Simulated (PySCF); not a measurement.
## Which functional comes closest?

Molecule: SMILES CC(=O)N(C)C, C4H9NO.

Geometry:
```
atom   x (Å)   y (Å)   z (Å)
  C1   1.986  -0.242   0.255
  C2   0.811   0.712   0.197
  O3   0.970   1.907   0.365
  N4  -0.426   0.174  -0.054
  C5  -0.700  -1.223  -0.247
  C6  -1.569   1.051  -0.098
  H7   1.863  -1.002   1.041
  H8   2.875   0.359   0.477
  H9   2.139  -0.764  -0.701
 H10  -1.226  -1.389  -1.204
 H11   0.221  -1.814  -0.265
 H12  -1.345  -1.622   0.558
 H13  -1.219   2.079   0.057
 H14  -2.298   0.793   0.691
 H15  -2.081   0.982  -1.073
```

Geometry PBE0-D3(BJ)/def2-SVP throughout; GIAO in PySCF 2.14, gas phase, one conformer, non-relativistic; equivalent atoms averaged; basis pcSseg-1.

Reference values (measured; solution, THF-d8, 298 K; Fulmer et al., Organometallics 2010, 29, 2176): δ(H7/H8/H9) = 1.94 ppm, δ(C1) = 21.1 ppm, δ(C2) = 169.8 ppm. Computed shifts are taken against TMS, calculated as an isolated molecule at each level.

Question: How do the functionals HF, LDA, PBE, BLYP, BP86, OPBE, KT2, KT3, B97-D, B3LYP, PBE0, mPW1PW91, WP04, B97-2, BHandHLYP, CAM-B3LYP, wB97X-D, LC-wPBE perform against the reference? Times are CPU seconds on shared hosts with different chips, so compare them loosely; the GGAs took longer than the global hybrids here, which isn't the general rule, and the cause wasn't traced.

Answer: 
```tsv
functional	kind	H7/H8/H9	C1	C2	abs. error H	mean abs. error C	core-s
HF	Hartree–Fock	1.99	23.1	177.5	0.05	4.8	5.8
LDA	LDA	1.97	21.9	167.0	0.03	1.8	17
PBE	GGA	1.96	22.3	162.0	0.02	4.5	21
BLYP	GGA	1.96	23.0	163.8	0.02	3.9	21
BP86	GGA	1.97	22.6	162.5	0.03	4.4	21
OPBE	GGA	1.96	21.7	155.4	0.02	7.5	22
KT2	GGA	1.94	21.3	155.7	0.00	7.2	17
KT3	GGA	1.93	21.6	153.7	0.01	8.3	18
B97-D	GGA	1.97	22.5	159.3	0.03	5.9	17
B3LYP	global hybrid	1.95	23.2	168.8	0.01	1.5	9.9
PBE0	global hybrid	1.95	22.8	168.0	0.01	1.8	13
mPW1PW91	global hybrid	1.96	23.0	168.4	0.02	1.7	10
WP04	global hybrid	1.93	24.3	170.1	0.01	1.7	11
B97-2	global hybrid	1.95	22.7	165.0	0.01	3.2	10
BHandHLYP	global hybrid	1.96	23.4	174.3	0.02	3.4	9.4
CAM-B3LYP	range-separated hybrid	1.95	23.7	173.3	0.01	3.0	13
wB97X-D	range-separated hybrid	1.95	23.8	170.4	0.01	1.6	13
LC-wPBE	range-separated hybrid	1.94	24.2	175.0	0.00	4.1	18
```

For ¹H the closest is KT2 (0.00 ppm, with LC-wPBE, KT3, B3LYP, PBE0, WP04, B97-2, CAM-B3LYP, wB97X-D, PBE, BLYP, OPBE, mPW1PW91, BHandHLYP practically level) and the furthest HF (0.05 ppm).

For ¹³C the closest is B3LYP (1.5 ppm, with wB97X-D, mPW1PW91, WP04, PBE0, LDA practically level) and the furthest KT3 (8.3 ppm). One molecule is a small sample, and vibrational and solvent effects are absent from the calculation.
